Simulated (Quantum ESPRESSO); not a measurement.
Bi:

```xyz
1
Lattice="-1.9814 1.9814 1.9814 1.9814 -1.9814 1.9814 1.9814 1.9814 -1.9814" Properties=species:S:1:pos:R:3 pbc="T T T"
Bi    0.0000    0.0000    0.0000
```

This isn't the form of Bi at room conditions, which is rhombohedral.

```yaml
Program: Quantum ESPRESSO 7.5
Task: single point
Functional: PBE
Potentials_or_basis: SSSP 1.3 efficiency PBE
Cutoff: 748 eV
Density_cutoff: 5987 eV
k_mesh: 9 × 9 × 9
Occupations: fermi-dirac, width 0.05 eV
Spin: no spin polarisation
```

On this cell: pressure 0.6 GPa; band gap on the k mesh none (metal or under the smearing width).

The same run follows on a disturbed copy (cell strained at random at fixed volume):

```
CELL_PARAMETERS angstrom
-2.05109 1.93226 1.96372
2.00913 -1.95414 1.94364
2.06996 1.97301 -1.98560
ATOMIC_POSITIONS crystal
Bi 0.98622 0.98269 0.98033
```

Q: What changes?

A: The energy (extrapolated to zero smearing) moves by +6.0 meV/atom; pressure 0.7 GPa; band gap on the k mesh none (metal or under the smearing width).

Stress tensor (GPa, compression positive):
```
-0.03 -0.12  0.44
-0.12  1.04  0.11
 0.44  0.11  1.03
```

Caveats: spin-orbit coupling is left out, which moves the levels of the heavy elements.
